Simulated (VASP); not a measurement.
# GaAs (F-43m) in VASP: notebook

The runs below take GaAs through single point, with PBE.

All numbers are computed with VASP 6.6.1; they aren't measurements. Logs are shortened: lines on timing, memory, paths and dates and some standing lists are left out, and cuts for length are marked.

**Measured values to compare with.**

From “Evidence of valence band perturbations in GaAsN/GaAs(001): A combined variable-angle spectroscopic ellipsometry and modulated photoreflectance investigation”, 2008, arxiv:0805.2212, for a bulk crystal of GaAs at 300 K: band gap 1.418 ± 0.005 eV (direct).

The runs below are set against these values where they give the same quantity.

**1. Starting point**

It takes space group F-43m (No. 216, cubic). The conventional cell has a = 5.654 Å, b = 5.654 Å, c = 5.654 Å, α = 90.00°, β = 90.00°, γ = 90.00°. Ga (site symmetry -43m) has 4 As at 2.45 Å as nearest neighbours. As (site symmetry -43m) has 4 Ga at 2.45 Å as nearest neighbours.

**2. Single point, PBE**

File INCAR:

```
  PREC = Accurate
  ENCUT = 520
  EDIFF = 1E-6
  ISMEAR = -1
  SIGMA = 0.05
  LREAL = False
  LASPH = True
  NELM = 100
  ALGO = Normal
  ISIF = 2
  LWAVE = False
  LCHARG = True
  GGA = PE
  LELF = True
  LVHAR = True
  NBANDS = 16
```

File KPOINTS:

```
regular mesh
0
Gamma
  6 6 6
```

File POSCAR:

```
GaAs
1.0
    0.0000000000      2.8268500000      2.8268500000
    2.8268500000      0.0000000000      2.8268500000
    2.8268500000      2.8268500000      0.0000000000
Ga As
1 1
Direct
    0.0000000000      0.0000000000      0.0000000000
    0.2500000000      0.2500000000      0.2500000000
```

Potentials or basis: VASP PAW PBE potentials, release 64 (Ga_d, As).

Launch:

```
> cat potpaw_PBE.64/Ga_d/POTCAR potpaw_PBE.64/As/POTCAR > POTCAR
> mpirun -np 1 vasp_std > vasp.out
```

OUTCAR:

```text
PREC = Accurate
   ENCUT = 520
   EDIFF = 1E-6
   ISMEAR = -1
   LREAL = False
   LASPH = True
   NELM = 100
   ISIF = 2
   GGA = PE

 ion  position               nearest neighbor table
   1  0.000  0.000  0.000-   2 2.45   2 2.45   2 2.45   2 2.45
   2  0.250  0.250  0.250-   1 2.45   1 2.45   1 2.45   1 2.45

  LATTYP: Found a face centered cubic cell.
 ALAT       =     5.6537000000

  Lattice vectors:

 A1 = (   0.0000000000,   2.8268500000,   2.8268500000)
 A2 = (   2.8268500000,   0.0000000000,   2.8268500000)
 A3 = (   2.8268500000,   2.8268500000,   0.0000000000)

Analysis of symmetry for initial positions (statically):
=====================================================================
 Subroutine PRICEL returns:
 Original cell was already a primitive cell.

 Routine SETGRP: Setting up the symmetry group for a
 face centered cubic supercell.

 Subroutine GETGRP returns: Found 24 space group operations
 (whereof 24 operations were pure point group operations)
 out of a pool of 48 trial point group operations.

The static configuration has the point symmetry T_d .

Analysis of symmetry for dynamics (positions and initial velocities):
=====================================================================
 Subroutine PRICEL returns:
 Original cell was already a primitive cell.

 Routine SETGRP: Setting up the symmetry group for a
 face centered cubic supercell.

 Subroutine GETGRP returns: Found 24 space group operations
 (whereof 24 operations were pure point group operations)
 out of a pool of 48 trial point group operations.

The dynamic configuration has the point symmetry T_d .

 Subroutine INISYM returns: Found 24 space group operations
 (whereof 24 operations are pure point group operations),
 and found     1 'primitive' translations

----------------------------------------------------------------------------------------

                                     Primitive cell

  volume of cell :      45.1792

  direct lattice vectors                    reciprocal lattice vectors
     0.000000000  2.826850000  2.826850000    -0.176875321  0.176875321  0.176875321
     2.826850000  0.000000000  2.826850000     0.176875321 -0.176875321  0.176875321
     2.826850000  2.826850000  0.000000000     0.176875321  0.176875321 -0.176875321

  length of vectors
     3.997769609  3.997769609  3.997769609     0.306357042  0.306357042  0.306357042

  position of ions in fractional coordinates (direct lattice)
     0.000000000  0.000000000  0.000000000
     0.250000000  0.250000000  0.250000000

  ion indices of the primitive-cell ions
   primitive index   ion index
                 1           1
                 2           2

----------------------------------------------------------------------------------------

 KPOINTS: regular mesh

Automatic generation of k-mesh.
 Grid dimensions read from file:
 generate k-points for:    6    6    6

 Generating k-lattice:

  Cartesian coordinates                     Fractional coordinates (reciprocal lattice)
    -0.029479220  0.029479220  0.029479220     0.166666667  0.000000000  0.000000000
     0.029479220 -0.029479220  0.029479220     0.000000000  0.166666667  0.000000000
     0.029479220  0.029479220 -0.029479220     0.000000000  0.000000000  0.166666667

  Length of vectors
     0.051059507  0.051059507  0.051059507

  Shift w.r.t. Gamma in fractional coordinates (k-lattice)
     0.000000000  0.000000000  0.000000000

 Subroutine IBZKPT returns following result:
 ===========================================

 Found     16 irreducible k-points:

 Following reciprocal coordinates:
            Coordinates               Weight
  0.000000  0.000000  0.000000      1.000000
  0.166667  0.000000  0.000000      8.000000
  0.333333  0.000000  0.000000      8.000000
  0.500000  0.000000  0.000000      4.000000
  0.166667  0.166667  0.000000      6.000000
  0.333333  0.166667  0.000000     24.000000
[... 8 lines left out ...]
 -0.333333  0.333333  0.166667     24.000000
 -0.333333  0.500000  0.166667     12.000000
   k-points           NKPTS =     16   k-points in BZ     NKDIM =     16   number of bands    NBANDS=     16
   number of dos      NEDOS =    301   number of ions     NIONS =      2
   total plane-waves  NPLWV =  27000
   dimension x,y,z NGX =    30 NGY =   30 NGZ =   30
   dimension x,y,z NGXF=    60 NGYF=   60 NGZF=   60
   ions per type =               1   1
   NGX,Y,Z   is equivalent  to a cutoff of  12.48, 12.48, 12.48 a.u.
   NGXF,Y,Z  is equivalent  to a cutoff of  24.95, 24.95, 24.95 a.u.
 SYSTEM =  unknown system
   PREC   = accura    normal or accurate (medium, high low for compatibility)
   ISTART =      0    job   : 0-new  1-cont  2-samecut
   ICHARG =      2    charge: 1-file 2-atom 10-const
   ISPIN  =      1    spin polarized calculation?
   LNONCOLLINEAR =      F non collinear calculations
   LSORBIT =      F    spin-orbit coupling
   LASPH  =      T    aspherical Exc in radial PAW
   ENCUT  =  520.0 eV  38.22 Ry    6.18 a.u.   7.43  7.43  7.43*2*pi/ulx,y,z
   NELM   =    100;   NELMIN=  2; NELMDL= -5     # of ELM steps
   EDIFF  = 0.1E-05   stopping-criterion for ELM
   LREAL  =      F    real-space projection
   EDIFFG = 0.1E-04   stopping-criterion for IOM
   NSW    =      0    number of steps for IOM
   IBRION =     -1    ionic relax: 0-MD 1-quasi-New 2-CG
   NFREE  =      0    steps in history (QN), initial steepest desc. (CG)
   ISIF   =      2    stress and relaxation
   ISYM   =      2    0-nonsym 1-usesym 2-fastsym
   POTIM  = 0.5000    time-step for ionic-motion
   TEBEG  =    0.0;   TEEND  =   0.0 temperature during run
   PSTRESS=    0.0 pullay stress
   NELECT =      18.0000    total number of electrons
   NUPDOWN=      -1.0000    fix difference up-down
   EMIN   =  10.00;   EMAX   =-10.00  energy-range for DOS
   EFERMI =   0.00;   METHOD = LEGACY
   ISMEAR =    -1;   SIGMA  =   0.05  broadening in eV -4-tet -1-fermi 0-gaus
   EFERMI_NEDOS =   21; number of points for ismear=-14 and -15
   IALGO  =     38    algorithm
   IMIX   =      4    mixing-type and parameters
     AMIX     =   0.40;   BMIX     =  1.00
     AMIX_MAG =   1.60;   BMIX_MAG =  1.00
  volume/ion in A,a.u.               =      22.59       152.44
  Fermi-wavevector in a.u.,A,eV,Ry     =   1.204628  2.276417 19.743799  1.451128
  Thomas-Fermi vector in A             =   2.340347
   LORBIT       =      0    0 simple, 1 ext, 2 COOP (PROOUT), +10 PAW based schemes
   GGA     = PE    functional components
   LHFCALC =     F    Hartree Fock is set to
   AEXX    =    0.0000 exact exchange contribution
   IVDW    =     0    specifies the selected vdW correction
   LEPSILON=     F    determine dielectric tensor
   LRPA    =     F    only Hartree local field effects (RPA)
 non-spin polarized calculation
  energy-cutoff  :      520.00
  volume of cell :       45.18
 maximum number of plane-waves:      1243
 NGX is ok and might be reduce to    30
   NGX = 15   NGY = 15   NGZ = 15

 number of electron      17.9999995 magnetization

 Free energy of the ion-electron system (eV)
  ---------------------------------------------------
  ext. energy  EPLUGINS =         0.00000000
  ---------------------------------------------------
  free energy    TOTEN  =        -8.22701683 eV

  energy without entropy =       -8.22696117  energy(sigma->0) =       -8.22698900

 E-fermi :   4.2271     XC(G=0):  -9.5835

 val. band max:        3.9404353543   @ k =   0.0000   0.0000   0.0000
 cond. band min:       4.4583899579   @ k =   0.0000   0.0000   0.0000
 fundamental gap:      0.5179546036
 Fermi energy:         4.2271011004

 k-point     1 :       0.0000    0.0000    0.0000
  band No.  band energies     occupation
      1     -10.8783      2.00000
      2     -10.8783      2.00000
      3     -10.8783      2.00000
      4     -10.7994      2.00000
      5     -10.7994      2.00000
      6      -8.7856      2.00000
[... 8 lines left out ...]
     15      14.0578      0.00000
     16      14.0578      0.00000

 k-point     2 :       0.1667    0.0000    0.0000
  band No.  band energies     occupation
      1     -10.9006      2.00000
      2     -10.8724      2.00000
      3     -10.8724      2.00000
      4     -10.7996      2.00000
      5     -10.7996      2.00000
      6      -8.4652      2.00000
[... 8 lines left out ...]
     15      12.9789      0.00000
     16      12.9789      0.00000

 k-point     3 :       0.3333    0.0000    0.0000
  band No.  band energies     occupation
      1     -10.9397      2.00000
      2     -10.8626      2.00000
      3     -10.8626      2.00000
      4     -10.7978      2.00000
      5     -10.7978      2.00000
      6      -7.6375      2.00000
[... 8 lines left out ...]
     15      13.6010      0.00000
     16      13.6010      0.00000

 k-point     4 :       0.5000    0.0000    0.0000
  band No.  band energies     occupation
      1     -10.9573      2.00000
      2     -10.8590      2.00000
      3     -10.8590      2.00000
      4     -10.7955      2.00000
      5     -10.7955      2.00000
      6      -7.0197      2.00000
[... 8 lines left out ...]
     15      15.8051      0.00000
     16      15.8051      0.00000
[... 172 lines left out ...]
 k-point    14 :       0.5000    0.3333    0.1667
  band No.  band energies     occupation
      1     -10.9632      2.00000
      2     -10.8512      2.00000
      3     -10.8444      2.00000
      4     -10.8097      2.00000
      5     -10.7934      2.00000
      6      -6.9743      2.00000
[... 8 lines left out ...]
     15      15.0587      0.00000
     16      17.0574      0.00000

 k-point    15 :      -0.3333    0.3333    0.1667
  band No.  band energies     occupation
      1     -10.9707      2.00000
      2     -10.8506      2.00000
      3     -10.8395      2.00000
      4     -10.8073      2.00000
      5     -10.7958      2.00000
      6      -6.4687      2.00000
[... 8 lines left out ...]
     15      16.1085      0.00000
     16      16.6581      0.00000

 k-point    16 :      -0.3333    0.5000    0.1667
  band No.  band energies     occupation
      1     -10.9796      2.00000
      2     -10.8426      2.00000
      3     -10.8334      2.00000
      4     -10.8142      2.00000
      5     -10.7923      2.00000
      6      -6.2351      2.00000
[... 8 lines left out ...]
     15      16.1479      0.00000
     16      17.2725      0.00000

------------------------ aborting loop because EDIFF is reached ----------------------------------------

  FORCE on cell =-STRESS in cart. coord.  units (eV):
  Direction    XX          YY          ZZ          XY          YZ          ZX
  --------------------------------------------------------------------------------------
  -------------------------------------------------------------------------------------
  Total        0.9693282      0.9693282      0.9693282      0.0000000      0.0000000      0.0000000
  in kB       34.3750332     34.3750332     34.3750332      0.0000000      0.0000000      0.0000000
  external PRESSURE =      34.3750332 kB  Pullay stress =       0.0000000 kB

 VOLUME and BASIS-vectors are now :
 -----------------------------------------------------------------------------
  energy-cutoff  :      520.00
  volume of cell :       45.18
      direct lattice vectors                 reciprocal lattice vectors
     0.000000000  2.826850000  2.826850000    -0.176875321  0.176875321  0.176875321
     2.826850000  0.000000000  2.826850000     0.176875321 -0.176875321  0.176875321
     2.826850000  2.826850000  0.000000000     0.176875321  0.176875321 -0.176875321

 POSITION                                       TOTAL-FORCE (eV/Angst)
 -----------------------------------------------------------------------------------
      0.00000      0.00000      0.00000         0.000000      0.000000      0.000000
      1.41342      1.41342      1.41342        -0.000000     -0.000000     -0.000000
 -----------------------------------------------------------------------------------
    total drift:                                0.000002      0.000002      0.000002

  FREE ENERGIE OF THE ION-ELECTRON SYSTEM (eV)
  ---------------------------------------------------
  free  energy   TOTEN  =        -8.2270168337 eV

  energy  without entropy=       -8.2269611743  energy(sigma->0) =       -8.22698900
```

Run time: 12 s. Hardware: 1 thread of Intel Xeon Platinum 8488C (Sapphire Rapids), shared host; peak memory 0.16 GiB.

What came out:

```yaml
Free_energy: -8.2270 eV
Pressure: 3.4 GPa
Band_gap_on_the_k_mesh: 0.52 eV, direct
```

**3. Single point, PBE**

File INCAR:

```
SYSTEM = GaAs
ALGO = Normal
EDIFF = 1E-6
ENCUT = 520
GGA = PE
ISIF = 2
ISMEAR = -1
LASPH = .TRUE.
LCHARG = .TRUE.
LELF = .TRUE.
LREAL = .FALSE.
LVHAR = .TRUE.
LWAVE = .FALSE.
NBANDS = 16
NELM = 100
PREC = Accurate
SIGMA = 0.05
```

File KPOINTS:

```
k-points
0
G
  6 6 6
  0 0 0
```

File POSCAR:

```
GaAs
1.0
    0.0000000000      2.8655787852      2.7509556338
    2.8655787852      0.0000000000      2.7509556338
    2.8655787852      2.8655787852      0.0000000000
Ga As
1 1
Direct
    0.0000000000      0.0000000000      0.0000000000
    0.2500000000      0.2500000000      0.2500000000
```

Potentials or basis: VASP PAW PBE potentials, release 64 (Ga_d, As).

Launch:

```
> cat potpaw_PBE.64/Ga_d/POTCAR potpaw_PBE.64/As/POTCAR > POTCAR
> mpirun -np 1 vasp_std > vasp.out
```

Run time: 22 s. Hardware: 1 thread of Intel Xeon Platinum 8488C (Sapphire Rapids), shared host; peak memory 0.17 GiB.

It converged, with:

- Free energy: -8.2182 eV
- Pressure: 3.4 GPa
- Band gap on the k mesh: 0.36 eV, direct

Stress tensor (GPa, compression positive):
```
2.67 0.00 0.00
0.00 2.67 0.00
0.00 0.00 4.90
```

Levels at points of the mesh, in eV from the valence-band top:
| k point | band 7 | band 8 | band 9 | band 10 | band 11 | band 12 |
| --- | --- | --- | --- | --- | --- | --- |
| (0.00, 0.00, 0.00) | -0.22 | -0.22 | 0.00 | 0.36 | 3.51 | 3.62 |
| (0.50, 0.00, 0.00) | -6.79 | -1.45 | -1.13 | 0.82 | 4.35 | 4.66 |
| (0.50, 0.50, 0.00) | -6.80 | -3.00 | -3.00 | 1.15 | 1.25 | 10.02 |
| (0.50, 0.00, 0.50) | -7.05 | -2.74 | -2.72 | 1.40 | 1.64 | 9.81 |

**4. Against experiment**

Step 2. Against the measured gap of GaAs, 1.418 eV (direct; 300 K; “Evidence of valence band perturbations in GaAsN/GaAs(001): A combined variable-angle spectroscopic ellipsometry and modulated photoreflectance investigation”, 2008, arxiv:0805.2212), the calculated 0.52 eV is off by -0.90 eV. 3 values of this kind are on record (1.412 to 1.51 eV); this one was drawn at random among those near their median, those with a stated uncertainty first. Spin-orbit coupling on As, Ga is left out. The value is that of PBE on a finite k mesh, which can miss the band edges, without temperature or zero-point motion. Semilocal functionals fall short of measured gaps as a rule.
